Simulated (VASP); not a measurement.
Wanted: the native input for a VASP 6.6.1 run.

```
Task                   : single point
Functional             : LDA
Potentials or basis    : VASP PAW LDA potentials, release 64 (Ti_sv, O)
Cutoff                 : 520 eV
k mesh                 : 7 × 7 × 7
Occupations            : gaussian, width 0.05 eV
Spin                   : collinear spin, ferromagnetic start
Starting moments       : [1.0, 0.0] μB
Hubbard terms          : Ti d U = 2 eV
Further INCAR settings : ALGO = Fast; EDIFF = 1e-06
```

The structure of TiO lies in POSCAR:

```
TiO
1.0
    2.7083400800      0.0000000000      0.0000000000
    0.0000000000      2.7083400800      0.0000000000
    0.0000000000      0.0000000000      2.7083400800
Ti O
1 1
Direct
    0.0000000000      0.0000000000      0.0000000000
    0.5000000000      0.5000000000      0.5000000000
```

The cell comes from a database or a generator and needn't be the stable form of this composition.

One way to write it, as run:

INCAR

```
SYSTEM = TiO
PREC = Accurate ; ENCUT = 520
EDIFF = 1E-6 ; ISMEAR = 0
SIGMA = 0.05 ; LREAL = .FALSE.
LASPH = .TRUE. ; NELM = 100
ALGO = Fast ; ISIF = 2
LWAVE = .FALSE. ; LCHARG = .FALSE.
ISPIN = 2 ; MAGMOM = 1 0
LORBIT = 11 ; LMAXMIX = 4
LDAU = .TRUE. ; LDAUTYPE = 2
LDAUL = 2 -1 ; LDAUU = 2 0
LDAUJ = 0 0 ; LDAUPRINT = 1
GGA = CA
```

KPOINTS

```
Automatic mesh
0
G
  7 7 7
  0 0 0
```

Potentials or basis: VASP PAW LDA potentials, release 64 (Ti_sv, O).

Launch:

```sh
$ cat potpaw_LDA.64/Ti_sv/POTCAR potpaw_LDA.64/O/POTCAR > POTCAR
$ mpirun -np 1 vasp_std > vasp.out
```

Results of the run:

The pressure is -23.4 GPa. The band gap on the k mesh is none (metal or under the smearing width). The net moment is 0.17 μB per cell, the site moments are Ti +0.14; O +0.01 μB and the valence electrons inside the program's atomic spheres are Ti 10.29; O 4.96.

It took 21 s on 1 thread of Intel(R) Xeon(R) Platinum 8259CL CPU @ 2.50GHz (Skylake/Cascade Lake), on a shared host, peak memory 0.12 GiB.
